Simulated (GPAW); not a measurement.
Here is a GPAW 26.7.0 calculation.

Contents of run.py:

```python
import numpy as np
from ase.dft.bandgap import bandgap
from ase.io import read, write
from ase.units import GPa
from gpaw import GPAW, PW, setup_paths
from gpaw.spinorbit import soc_eigenstates

setup_paths.insert(0, '.')

atoms = read('CdS.xyz')

calc = GPAW(mode=PW(600),
            xc='BLYP',
            kpts={'size': (5, 5, 3), 'gamma': True},
            occupations={'name': 'fermi-dirac', 'width': 0.05},
            nbands=31,
            convergence={'density': 1e-05, 'energy': 1e-05},
            eigensolver='davidson',
            maxiter=150,
            txt='gpaw.txt')
atoms.calc = calc
energy = atoms.get_potential_energy()
forces = atoms.get_forces()
stress = atoms.get_stress()
calc.write('gs.gpw')
write('result.traj', atoms)
print(f'Energy: {energy:.6f} eV')
print('Forces (eV/A):')
print(forces.round(4))
print('Stress (GPa):', (stress / GPa).round(3))
print('Fermi level:', round(calc.get_fermi_level(), 4), 'eV')
print(f'Gap: {bandgap(calc)[0]:.4f} eV, direct: {bandgap(calc, direct=True)[0]:.4f} eV')

path = atoms.cell.bandpath('GMKGALHA,LM,KH', npoints=60, eps=1e-4)
bs_calc = calc.fixed_density(kpts=path, symmetry='off', nbands=51,
                             convergence={'bands': 'CBM+6.0', 'eigenstates': 1e-6}, txt='bands.txt')
bs = bs_calc.band_structure()
bs.write('bs.json')
print(f'Gap on the path: {bandgap(bs_calc)[0]:.4f} eV')

soc = soc_eigenstates(bs_calc, theta=90, phi=45)
np.savetxt('soc_bands.dat', soc.eigenvalues(), fmt='%.4f')
mesh = soc_eigenstates('gs.gpw', theta=90, phi=45)
np.savetxt('soc_mesh.dat', mesh.eigenvalues(), fmt='%.4f')
print('Fermi level with spin-orbit coupling:', round(mesh.fermi_level, 4), 'eV')
```

The input CdS.xyz:

```xyz
4
Lattice="4.1500000000 0.0000000000 0.0000000000 -2.0750000000 3.5940054257 0.0000000000 0.0000000000 0.0000000000 6.7370000000" Properties=species:S:1:pos:R:3 pbc="T T T"
Cd     2.0750000002      1.1980018084      3.3685000000
Cd    -0.0000000002      2.3960036173      0.0000000000
S      2.0750000002      1.1980018084      5.8948750000
S     -0.0000000002      2.3960036173      2.5263750000
```

Potentials or basis: PAW data sets generated in the run's folder for this functional, pw.

Command:

```bash
$ gpaw-setup -f BLYP Cd S
$ OMP_NUM_THREADS=1 python run.py
```

Question: What does it give for the largest force?

Answer: 0.062 eV/Å.

Question: What does it give for the band gap along the path?

Answer: 1.10 eV, direct.

Stress tensor (GPa, compression positive):
```
4.78 0.00 0.00
0.00 4.78 0.00
0.00 0.00 5.55
```

Caveat: spin-orbit coupling was added after a scalar SCF, so levels and gaps hold it while energy, forces, pressure and moments don't; this program's spin-orbit splittings come out too wide for heavy elements.

**What was measured.**

From “Isotope dependence of band-gap energy”, 2008, arxiv:0807.2152, for a bulk crystal of CdS: band gap 2.5809 ± 0.0002 eV.

Measured gap of CdS: 2.5809 eV (quoted in “Isotope dependence of band-gap energy”, 2008, arxiv:0807.2152). This calculation gives 1.10 eV (-1.48 eV). So large a miss can be the level of theory's own, or it may mean another phase, state or a wrong row. The value is that of BLYP, without temperature or zero-point motion. Semilocal functionals fall short of measured gaps as a rule.
